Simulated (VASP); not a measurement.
GaN: single point with PBE

The system is GaN.

```xyz
2
Lattice="0.0000 2.1753 2.1753 2.1352 0.0400 2.1352 2.1352 2.1352 0.0400" Properties=species:S:1:pos:R:3 pbc="T T T"
Ga    0.0000    0.0000    0.0000
N     2.1352    2.1753    2.1753
```

The cell comes from a database or a generator and needn't be the stable form of this composition.

The cell isn't the ideal one: strain +0.0375 x Voigt [0, 0, 0, 1, 0, 0], atoms carried along.

```
Program             : VASP 6.6.1
Task                : single point
Functional          : PBE
Potentials or basis : VASP PAW PBE potentials, release 64 (Ga_d, N)
Cutoff              : 520 eV
k mesh              : 14 × 14 × 14
Occupations         : gaussian, width 0.05 eV
Spin                : no spin polarisation
```

* Pressure: 0.6 GPa
* Band gap on the k mesh: 0.18 eV, indirect (least direct gap 2.10 eV)

Stress tensor (GPa, compression positive):
```
 0.27  0.00  0.00
 0.00  0.69 -7.68
 0.00 -7.68  0.69
```

Levels at points of the mesh, in eV from the valence-band top:
```csv
k point,band 7,band 8,band 9,band 10,band 11,band 12
"(0.00, 0.00, 0.00)",-0.87,-0.65,-0.40,1.70,13.84,14.41
"(0.50, 0.00, 0.00)",-8.41,-0.33,-0.17,4.60,8.80,8.91
"(0.00, 0.50, 0.00)",-8.10,-0.49,-0.35,4.16,8.39,8.66
"(0.50, 0.50, 0.00)",-7.05,-3.09,-3.09,0.24,7.63,11.36
"(0.00, 0.50, 0.50)",-7.05,-3.43,-2.74,0.18,7.70,11.45
```

It took 51 s on 1 thread of Intel(R) Xeon(R) 6975P-C (Granite Rapids), on a shared host, peak memory 0.24 GiB.

A k mesh can miss the band edges.
